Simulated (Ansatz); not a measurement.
This log comes from Ansatz, run on a 5-atom cell of Bi2TeSe2 started from a crystallographic database. The cell was relaxed with r2SCAN+rVV10 and then strained, so it isn't that functional's minimum.

The cell given to it:
```
CELL_PARAMETERS angstrom
2.11699 1.22225 9.92988
-2.11699 1.22225 9.92988
0.00000 -2.44449 9.92988
ATOMIC_POSITIONS crystal
Bi 0.40441 0.40441 0.40441
Bi 0.59559 0.59559 0.59559
Te 0.00000 0.00000 0.00000
Se 0.21173 0.21173 0.21173
Se 0.78827 0.78827 0.78827
```

Main lines of the log:
```
scf.n_extra_bands = 5 over 39 filled bands (N_el = 78.0): the run solves 44 bands
Functional definition: HSE06
Crystal: 5 atoms, lattice volume = 154.161 Å³
Basis set: ecut = 420 eV, 3009 PW (Γ), FFT grids on a1−a3, a2−a3, a3
Symmetry: 12 space group operations
Space group: R-3m (ITA 166)
k-points: 13 of 64
[warm-up without exact exchange]
SCF 1 stopped early in 6 iterations: F = -42712.735188 eV  dr2 = 1.61e-6
[exact exchange on]
Exchange kernel: α = 0.2500, screened, ω = 0.2079 Å⁻¹, Wigner–Seitz truncation, v(0) = 1039.7982 eV·Å³, q-mesh 4×4×4
preconditioner: auto → none  [insulator: Δε(μ)=1.194 eV  ℏωp=15.8 eV]
SCF 2 stopped early in 10 iterations: F = -42727.459250 eV  dr2 = 5.01e-7
hybrid outer 1: dexx = +1.904e-2 eV, tail = 1.56e-4 eV
SCF 3 converged in 6 iterations: F = -42727.459199 eV  dr2 = 2.33e-10
hybrid outer 2: dexx = +1.437e-6 eV, tail = 4.49e-8 eV, Δε = 2.21e-3 eV, ΔF = 9.22e-3 eV/Å
SCF 4 converged in 2 iterations: F = -42727.459199 eV  dr2 = 1.47e-10
hybrid outer 3: dexx = +6.534e-10 eV, tail = 3.50e-10 eV, Δε = 5.83e-5 eV, ΔF = 1.90e-4 eV/Å
Free energy (F): -42727.459199 eV
Fermi energy:    8.271800 eV
--- Per-component energies (eV) ---
  E_band       = -1431.215187
  E_kinetic    = 1013.836380
  E_local      = -9322.546046
  E_nonlocal   = -376.682567
  E_hartree    = 4271.723504
  E_xc         = -510.979268
  E_vxc        = -471.645340
  E_exx        = -251.104604
  E_paw        = -29697.541428
  E_vpaw       = -315.412888
  E_ewald      = -7852.143213
  E_core_change = -2.019766
--- Forces (eV/Å), atoms counted from 1 ---
  atom   1  Bi      0.00000      0.00000    -0.00322
  atom   2  Bi      0.00000      0.00000      0.00322
  atom   3  Te      0.00000      0.00000      0.00000
  atom   4  Se      0.00000      0.00000      0.18669
  atom   5  Se      0.00000      0.00000    -0.18669
--- Stress (GPa, compression-positive) ---
       -0.023596       0.000000       0.000000
        0.000000      -0.023596       0.000000
        0.000000       0.000000       0.042000
  P = ⅓ Tr σ = -0.0017 GPa (-0.017 kbar)
--- Band table (eV; the first three rows and the last of 13) ---
  k-point 0: bands = […, 6.2294, 6.3805, 6.3805, 7.6585, 7.6585, 8.2718, 9.4559, 10.1189, 10.1189, 11.1667, …]
  k-point 1: bands = […, 5.3631, 5.7449, 6.5843, 7.2687, 7.4565, 7.8722, 10.1056, 10.5548, 10.9045, 11.8496, …]
  k-point 2: bands = […, 4.9386, 5.0296, 5.3233, 6.2390, 7.3491, 7.7917, 9.7078, 10.7138, 11.8291, 12.0227, …]
  k-point 12: bands = […, 6.4417, 6.4417, 6.7919, 7.5885, 7.5885, 8.0961, 9.5929, 10.4066, 10.4066, 11.0699, …]
```

bands.tsv, columns around the gap (it counts bands from 0):
```tsv
# k_distance	band_34	band_35	band_36	band_37	band_38	band_39	band_40	band_41	band_42
# fermi_ev = 8.271800
# [0, 0, 0] at k_distance = 0.000000
# [0.5, 0.5, 0.5] at k_distance = 0.316378
# [0.8232329447, 0.1767670553, 0.5] at k_distance = 1.275726
# [0.5, -0.1767670553, 0.1767670553] at k_distance = 1.492941
# [0.5, 0, 0] at k_distance = 2.017582
# [0.3383835277, -0.3383835277, 0] at k_distance = 2.530857
# [0.6616164723, 0, 0.3383835277] at k_distance = 2.743368
# [0.5, 0, 0.5] at k_distance = 3.223042
# levels_relative_to = fermi_ev
0.000	-1.891	-1.891	-0.613	-0.613	0.000	1.184	1.847	1.847	2.895
0.316	-1.830	-1.480	-0.683	-0.683	-0.176	1.321	2.135	2.135	2.798
1.276	-3.416	-2.795	-1.669	-0.922	-0.600	2.339	2.649	3.265	4.705
1.493	-3.416	-2.795	-1.669	-0.922	-0.600	2.339	2.649	3.265	4.705
2.018	-3.242	-2.948	-2.033	-0.923	-0.480	1.436	2.442	3.557	3.751
2.531	-3.121	-3.076	-1.581	-1.055	-0.583	2.315	2.917	3.077	4.933
2.743	-3.121	-3.076	-1.581	-1.055	-0.583	2.315	2.917	3.077	4.933
3.223	-2.833	-1.802	-1.696	-1.222	-1.004	1.925	2.319	3.046	3.769
```
In order the rows are Γ, T, H₂, H₀, L, S₀, S₂, F.

Question: Write the input file that gave this output.

Answer:
```yaml
crystal:
  # lattice and atoms as above
kpoints:
  mp_grid: { grid: [4, 4, 4] }
  band_path:
    path:
      - [0.0, 0.0, 0.0]
      - [0.5, 0.5, 0.5]
      - [0.8232329447, 0.1767670553, 0.5]
      - [0.5, -0.1767670553, 0.1767670553]
      - [0.5, 0.0, 0.0]
      - [0.3383835277, -0.3383835277, 0.0]
      - [0.6616164723, 0.0, 0.3383835277]
      - [0.5, 0.0, 0.5]
    npoints: 1
hamiltonian:
  xc: hse06
scf:
  occupations: { method: fixed }
  n_extra_bands: 5
output:
  forces: true
  stress: true
  eigenvalues: true
```
A single point prints forces and stress when the output block asks for them. The exchange loop and the term E_exx show exact exchange. This is the file that was run; thresholds and some counts can't be read off the log exactly.

Run as `ansatz run input.yaml --threads 4 --pin off --max-ram 4608MiB --backend cpu --events-out ev --progress --plain --runs-dir out`.

Question: What wall time did it need on 4 threads of Intel(R) Xeon(R) Processor @ 2.50GHz (Skylake/Cascade Lake), with other jobs on the host, and what peak of host memory did it reach?

Answer: About 7.5 min, with a peak of 3.3 GiB.

Calculated for a static, non-magnetic cell.

Spin-orbit coupling is left out; in compounds of Pb, Bi, Tl or Hg it can lower a gap by up to about 1 eV, split its edges or invert the bands.

The stress of a hybrid is loosely converged in these runs.
